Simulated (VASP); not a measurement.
The system is TiSe2.

```
CELL_PARAMETERS angstrom
3.53600 0.00000 0.00000
-1.76800 3.06227 0.00000
0.00000 0.00000 6.00400
ATOMIC_POSITIONS crystal
Ti 0.00000 0.00000 0.00000
Se 0.33333 0.66667 0.25520
Se 0.66667 0.33333 0.74480
```

| Property | Result |
| --- | --- |
| Program | VASP 6.6.1 |
| Task | relaxation of cell and atoms |
| Functional | PBE |
| Potentials or basis | VASP PAW PBE potentials, release 64 (Ti_sv, Se) |
| Cutoff | 600 eV |
| k mesh | 12 × 12 × 6 |
| Occupations | methfessel-paxton, width 0.1 eV |
| Spin | no spin polarisation |

At the start: pressure 1.6 GPa; volume 21.67 Å³/atom.

Problem. Where does the relaxation end?

Solution. Over 16 steps the energy falls by 10.0 meV/atom and the volume is 24.27 Å³/atom (+12.0 %); space group P-3m1 (No. 164, to 0.05 Å).

Step by step:
| step | energy change (eV) | largest force (eV/Å) | pressure (GPa) | volume (Å³) |
| --- | --- | --- | --- | --- |
| 1 | 0.0000 | 0.0782 | 1.62 | 65.01 |
| 2 | -0.0030 | 0.2986 | -1.13 | 67.09 |
| 3 | -0.0065 | 0.1414 | 0.00 | 66.20 |
| 4 | -0.0089 | 0.1301 | 0.04 | 66.40 |
| 5 | -0.0146 | 0.0981 | 0.12 | 67.02 |
| 6 | -0.0226 | 0.0320 | 0.39 | 68.25 |
| 7 | -0.0255 | 0.1046 | 1.11 | 70.64 |
| 8 | -0.0269 | 0.0691 | 0.88 | 71.06 |
| 9 | -0.0289 | 0.0347 | 0.15 | 72.30 |
| 10 | -0.0289 | 0.0415 | 0.14 | 72.38 |
| 11 | -0.0289 | 0.0544 | 0.04 | 72.54 |
| 12 | -0.0289 | 0.0500 | 0.04 | 72.49 |
| 13 | -0.0289 | 0.0456 | 0.07 | 72.43 |
| 14 | -0.0291 | 0.0408 | 0.08 | 72.47 |
| 15 | -0.0296 | 0.0258 | 0.06 | 72.58 |
| 16 | -0.0300 | 0.0043 | 0.02 | 72.80 |

Final structure:
```
CELL_PARAMETERS angstrom
3.54485 0.00000 0.00000
-1.77243 3.06993 0.00000
0.00000 0.00000 6.68994
ATOMIC_POSITIONS crystal
Ti 0.00000 0.00000 0.00000
Se 0.33333 0.66667 0.23116
Se 0.66667 0.33333 0.76884
```

Caveat: this functional lacks dispersion, which binds the layers, so the pressure and a relaxed spacing across them are unreliable; the volume moved by +12 % from the deposited cell, more than functionals usually miss.
